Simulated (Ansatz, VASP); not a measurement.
**One calculation of TiO2, two programs**

File INCAR:

```
SYSTEM = TiO2
PREC = Accurate
ENCUT = 600
EDIFF = 1E-7
ISMEAR = -1
SIGMA = 0.05
LREAL = .False.
LASPH = .True.
NELM = 80
ALGO = Fast
ISIF = 3
LWAVE = .False.
LCHARG = .False.
GGA = PS
IVDW = 13
IBRION = 2
NSW = 40
EDIFFG = -0.005
```

Contents of KPOINTS:

```
Automatic mesh
0
Gamma
  6 6 9
  0 0 0
```

File POSCAR:

```
TiO2
1.0
    4.5998373239      0.0000000000      0.0000000000
    0.0000000000      4.5998373239      0.0000000000
    0.0000000000      0.0000000000      2.9592135600
Ti O
2 4
Direct
    0.0000000000      0.0000000000      0.5000000000
    0.5000000000      0.5000000000      0.0000000000
    0.3043213200      0.3043213200      0.5000000000
    0.1956786800      0.8043213200      0.0000000000
    0.8043213200      0.1956786800      0.0000000000
    0.6956786800      0.6956786800      0.5000000000
```

Contents of input.yaml:

```yaml
crystal:
  lattice:
    - [4.5998373239, 0.0, 0.0]
    - [0.0, 4.5998373239, 0.0]
    - [0.0, 0.0, 2.95921356]
  atoms:
    - { symbol: Ti, position: [0.0, 0.0, 0.5] }
    - { symbol: Ti, position: [0.5, 0.5, 0.0] }
    - { symbol: O, position: [0.30432132, 0.30432132, 0.5] }
    - { symbol: O, position: [0.19567868, 0.80432132, 0.0] }
    - { symbol: O, position: [0.80432132, 0.19567868, 0.0] }
    - { symbol: O, position: [0.69567868, 0.69567868, 0.5] }
hamiltonian:
  xc: pbesol
  pseudopotentials: { kind: paw }
  dispersion: d4
kpoints:
  mp_grid: { grid: [6, 6, 9] }
scf:
  occupations: { method: fermi_dirac, width: 0.05 }
output:
  forces: true
  stress: true
relax:
  f_tol: 0.01
  max_steps: 40
  cell: { stress_tol: 0.05 }
```

The cell is a database's computed one.

Alike in both runs: task relaxation of cell and atoms; functional PBEsol; dispersion D4; k mesh 6 × 6 × 9; occupations fermi-dirac, width 0.05 eV; no spin polarisation.

|  | VASP | Ansatz |
| --- | --- | --- |
| version | VASP 6.6.1 | Ansatz 0.2.0 |
| potentials or method | VASP PAW PBE potentials, release 64 (Ti_sv, O) | Ansatz PAW |
| plane-wave cutoff (eV) | 600 | 420 |
| valence electrons in the cell | 48 | 48 |

|  | VASP | Ansatz | Ansatz less VASP |
| --- | --- | --- | --- |
| relaxed volume (Å³/atom) | 10.24 | 10.22 | -0.015 |
| relaxed cell length with the largest relative difference (Å) | 2.936 | 2.934 | -0.0025 |
| energy change over the relaxation (meV/atom) | -3 | -4 | -0.6 |

Caveats: the PAW data sets were made with another functional, which shifts forces and pressure a little (VASP); the plane-wave basis is chosen anew once the cell has moved, so the energies of steps on either side of that aren't comparable (Ansatz); the pressure holds a Pulay correction of +0.8 GPa for the finite cutoff (Ansatz); the PAW data sets come from PBE, with cores solved anew for the run's functional, which leaves a small shift of forces and pressure (Ansatz). A k mesh can miss the band edges.
